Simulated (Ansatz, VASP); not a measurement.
# InAs: VASP beside Ansatz, part 2 of 2

Wanted: the spread between two codes on one cell, functional and k mesh. The cell is taken from a series of runs on this material, whose earlier steps may have relaxed, scaled, displaced or heated it; both programs get it as it stands.

VASP 6.6.1 and Ansatz 0.2.0.

So far: The structure; VASP: zone-centre phonons, PBEsol.

## 3. Ansatz: zone-centre phonons, PBEsol

Level of this step: Ansatz beside VASP: Kohn-Sham DFT, plane waves, PBEsol (Ansatz).

Ansatz runs on its PAW soft_1 files.

The same cell, functional, mesh and smearing now go to Ansatz, which takes its cutoff from its data sets.

input.yaml reads:

```yaml
crystal:
  lattice:
    - [0.0, 3.077785947, 2.9522335204]
    - [3.077785947, 0.0, 2.9522335204]
    - [3.077785947, 3.077785947, 0.0]
  atoms:
    - { symbol: As, position: [0.75, 0.75, 0.75] }
    - { symbol: In, position: [0.0, 0.0, 0.0] }
kpoints:
  mp_grid: { grid: [12, 12, 12] }
hamiltonian:
  xc: pbesol
  pseudopotentials: { kind: paw, azcp: { folder: soft_1 }, xc_functional: pbe }
scf:
  occupations: { method: methfessel_paxton, width: 0.2 }
output:
  eigenvalues: true
phonons:
  method: dfpt
```

Command:

```
$ ansatz run input.yaml --threads 4 --pin off --max-ram 10240MiB --backend cpu --events-out ev --progress --plain --runs-dir out
```

Numbers of over 12 decimals in the logs are rounded to 6 here.

What it wrote:

```text
zone centre: on kpoints.mp_grid the ground state, and the responses unless they are solved on pairs of k-points, stand on 280 of the mesh's 1728 k-points, reduced under 4 symmetry operations, with k and −k counted as one. Each operation leaves every solved displacement unchanged or reverses it
Engine: ansatz 0.2.0, aarch64-unknown-linux-gnu
Pseudopotentials: kind: paw
Pseudopotential: As, paw, valence charge 15, recommended cutoff 420 eV (normal), soft_1/As.paw.azcp
Pseudopotential: In, paw, valence charge 13, recommended cutoff 420 eV (normal), soft_1/In.paw.azcp
Functional definition: PBEsol
  exchange = pbesol_x
  correlation = pbesol_c
Crystal: 2 atoms, lattice volume = 55.932 Å³
Basis set: ecut = 420 eV, 1089 PW (Γ), exchange–correlation on 60×60×60 points (8 copies of the dense FFT grid, shifted against one another)
Bands: 18, of which v1, the nominal top of the filled ones, is band 14 counted from 1 (13 counted from 0)
Symmetry: 8 space group operations
k-points: 280 of 1728 (irreducible under 4 space group operations, time reversal used)
Non-local potential: As, projectors of the file, l = 0: 2, l = 1: 2, l = 2: 3, l = 3: 1
Non-local potential: In, projectors of the file, l = 0: 2, l = 1: 2, l = 2: 2, l = 3: 1
PAW form: soft (Blöchl's): semilocal exchange-correlation on the pseudo side does not see the compensation charge
PAW frozen core: As, regenerated for the run's functional, and the local potential with it (the file was generated under x = pbe(κ = 0.804, μ = 0.219515), c = pbe(β = 0.066725))
PAW frozen core: In, regenerated for the run's functional, and the local potential with it (the file was generated under x = pbe(κ = 0.804, μ = 0.219515), c = pbe(β = 0.066725))
PAW one-centre angular grid: As, 590 points (default); XC on 64 Gauss nodes
PAW one-centre angular grid: In, 590 points (default); XC on 64 Gauss nodes
Initial density: superposition of atomic densities (chi_scale 0.1, normalization cell, long waves kept (reshape's long-wave potential 0.00 eV rms))
Initial wavefunctions: pseudopotential atomic-orbital guess
Functional: x = pbesol(κ = 0.804, μ = 0.123457), c = pbesol(β = 0.046)
SCF iter   1: F=—  HF=-10338.979999 eV  |F-HF|=—  |Δ(HF+E_count)|=         —  Δρ=2.84e-2  dr2=3.62e-1  ethr=3.10e-3  ⟨swp⟩=5.2  Hψ=25497  notcnv=0
preconditioner: auto → none  [insulator: Δε(μ)=0.145 eV  Ē_g=14.625 eV  σ=0.200 eV  W_gap=0.56  n_scr=14 (ndim 8)  ℏωp=21.1 eV  f_vac=0.009  D(μ)=0.05/eV (n_scr^D=0)  ε∞_Penn≈3.1]
SCF iter   2: F=—  HF=-10338.902225 eV  |F-HF|=—  |Δ(HF+E_count)|=   7.78e-2  S|Δr|=    0.00e0  Δρ=1.28e-2  dr2=6.58e-2  ethr=1.29e-3  ⟨swp⟩=2.0  Hψ=8332  notcnv=0
SCF iter   3: F=—  HF=-10338.890958 eV  |F-HF|=—  |Δ(HF+E_count)|=   1.13e-2  S|Δr|=    0.00e0  Δρ=1.88e-3  dr2=4.51e-3  ethr=2.35e-4  ⟨swp⟩=2.0  Hψ=7318  notcnv=0
SCF iter   4: F=—  HF=-10338.889246 eV  |F-HF|=—  |Δ(HF+E_count)|=   1.71e-3  S|Δr|=    0.00e0  Δρ=5.98e-4  dr2=1.18e-4  ethr=1.61e-5  ⟨swp⟩=2.0  Hψ=8961  notcnv=0
SCF iter   5: F=—  HF=-10338.889251 eV  |F-HF|=—  |Δ(HF+E_count)|=   4.67e-6  S|Δr|=    0.00e0  Δρ=1.93e-4  dr2=7.78e-6  ethr=4.21e-7  ⟨swp⟩=2.0  Hψ=8957  notcnv=0
SCF iter   6: F=—  HF=-10338.889259 eV  |F-HF|=—  |Δ(HF+E_count)|=   7.56e-6  S|Δr|=    0.00e0  Δρ=1.73e-5  dr2=8.09e-8  ethr=2.78e-8  ⟨swp⟩=2.0  Hψ=6139  notcnv=0
SCF iter   7: F=—  HF=-10338.889259 eV  |F-HF|=—  |Δ(HF+E_count)|=   3.43e-8  S|Δr|=    0.00e0  Δρ=3.59e-6  dr2=6.43e-9  ethr=2.89e-10  ⟨swp⟩=2.0  Hψ=8961  notcnv=0
SCF iter   8: F=—  HF=-10338.889259 eV  |F-HF|=—  |Δ(HF+E_count)|=   5.33e-9  S|Δr|=    0.00e0  Δρ=8.73e-7  dr2=3.12e-10  ethr=2.30e-11  ⟨swp⟩=2.0  Hψ=8961  notcnv=0
SCF iter   9: F=—  HF=-10338.889259 eV  |F-HF|=—  |Δ(HF+E_count)|=  5.09e-11  S|Δr|=    0.00e0  Δρ=1.43e-7  dr2=1.07e-11  ethr=1.11e-12  ⟨swp⟩=2.0  Hψ=7560  notcnv=0
SCF iter  10: F=-10338.889259 eV  HF=-10338.889259 eV  |F-HF|=1.82e-12  |Δ(HF+E_count)|=  1.64e-11  S|Δr|=    0.00e0  Δρ=2.98e-8  dr2=2.63e-13  ethr=1.00e-12  ⟨swp⟩=5.6  Hψ=19496  notcnv=0
SCF 1 converged in 10 iterations: F = -10338.889259 eV  dr2 = 2.63e-13
  greatest PAW one-centre occupation: 0.999 electrons in one spin orbital (limit 2), on the As atom at site 0 (counted from 0), in its partial waves of l = 2
DFPT response loops at Γ: preconditioner auto → Kerker (q_TF=auto, 2.431 Å⁻¹) (partly filled bands, converged f_vac=0.090); β = 1.00, the filter's whole step (`scf.mixing.beta` (0.50) is not read by the response loops under this deck's `scf.mixing.preconditioner`; to damp them name `kerker` or `kerker_dos`, under which they read `scf.mixing.beta`, and type it under 1.00, their step now; both keys bind the ground state too); Broyden in place of MSR1
SCF converged after 10 iterations
Stability not checked: this state was not tested for a lower state beside it, because cold or Methfessel-Paxton smearing, or corrected tetrahedra, fill the levels in a way that the test cannot read (fill_not_monotonic; see scf.lower_state_search)
Free energy (F): -10338.889259 eV
Harris-Foulkes:  -10338.889259 eV  (|F-HF|=1.82e-12)
Internal energy: -10338.889729 eV  (E = F + TS)
E sigma→0 (E₀):  -10338.889376 eV
Entropy (-TS):   0.000470 eV (0.235 meV/atom)
Fermi energy:    7.451522 eV
Step filling:    the computed levels leave a gap of 0.1484 eV = 0.7 smearing widths at the electron count; against every level under it full and every level over it empty, smearing changes F+E_penalty+E_count by +0.213 meV and its σ→0 estimate by +0.095 meV
--- Per-component energies (eV) ---
  E_band       = -324.260807
  E_kinetic    = 316.831823
  E_local      = -3493.563135  (includes V_loc(G=0)·N_el)
  E_nonlocal   = -63.445021
  E_hartree    = 1735.129639
  E_xc         = -211.487884
  E_vxc        = -163.152505  (∫ρ·V_xc dr)
  E_paw        = -6109.549710  (= ΣΔE_a)
  E_vpaw       = -391.191421  (= ΣTr[D̂ρ^β])
  E_aug_tail   = 0.000146  (compensation charges beyond the density's cutoff)
  E_ewald      = -2514.007921
  E_core_change = 1.202334  (= ΣΔE_core)
  E_smearing   = 0.000470  (= −TS)
  E_closure    = -0.000000  (closes the sum)
  Σ components = -10338.889259   (vs F -10338.889259, Δ=0.00e0)
--- Band table (eV; the first three rows and the last of 280) ---
  k-point 0: bands = [... 10 lower, -4.4304, 7.0260, 7.3183, 7.3183, 7.5055, 11.2009, 11.2816, 11.2816]
  k-point 1: bands = [... 10 lower, -4.3588, 6.0458, 7.2221, 7.3571, 8.1179, 11.2190, 11.4105, 11.4127]
  k-point 2: bands = [... 10 lower, -4.1521, 4.8391, 6.9881, 7.1550, 8.5298, 11.4977, 11.6925, 11.8002]
  k-point 279: bands = [... 10 lower, -2.3776, 1.7209, 4.9343, 4.9343, 8.7275, 9.1291, 16.5192, 16.5192]
--- Phonons (Γ-DFPT): 4 representative perturbations + reference, on 280 of 1728 k-points (Σ response iterations 12) ---
  k mesh reduced under 4 symmetry operations, with k and −k counted as one. Each operation leaves every solved displacement unchanged or reverses it
  ASR residual: 5.828e-5 → 0.000e0 eV/Å²; symmetrization residual: 1.909e-5 eV/Å²
  ASR residual per site (eV/Å²): 5.78e-5 5.83e-5
  Γ frequencies (cm⁻¹): 0.00 0.00 0.00 208.60 211.03 211.03
  non-analytic LO–TO correction: not included (Born effective charges unavailable; polar crystals: no LO–TO splitting at Γ)
```

## 4. Comparison

Known differences besides the potentials themselves: the data sets hold 28 valence electrons in Ansatz (on its PAW soft_1 files) and 18 in VASP; the cutoff is 420 eV in Ansatz and 500 eV in VASP; Ansatz makes its cores anew for this functional, VASP keeps those of its PBE data sets. Total energies have different zeros and are not compared.

Compared:

```tsv
quantity	Ansatz	VASP	difference
optical mode 1 (cm⁻¹)	208.6	209.0	-0.20 %
optical mode 2 to 3 (cm⁻¹)	211.0	211.5	-0.23 %
```

Modes are paired by rising frequency, not by their patterns, so a pair may set unlike modes beside each other; they are those without the splitting of longitudinal modes.

## 5. What came out

- r.m.s. difference of the optical zone-centre modes, each program's sorted by frequency (zone-centre phonons, PBEsol): 0.47 cm⁻¹

**Reading.** The r.m.s. difference of the optical zone-centre modes, each program's sorted by frequency is 0.47 cm⁻¹ (zone-centre phonons, PBEsol). The data sets hold unlike numbers of valence electrons (28 in Ansatz and 18 in VASP), so part of the differences comes from the potentials. How closely two codes agree says nothing of how well the functional describes the real material.

[Lines on the potential files, build, host, timing and source positions are cut from VASP's logs without a mark.]

[Logs are printed without paths, hosts, clocks, repeated set-up lines and the standing remarks that a program may print on its own settings, such as how far it seeks lower states.]

[Hosts, paths, dates, database ids (printed as entryN), source tags and the programs' standing remarks are cut or masked in the printed files.]
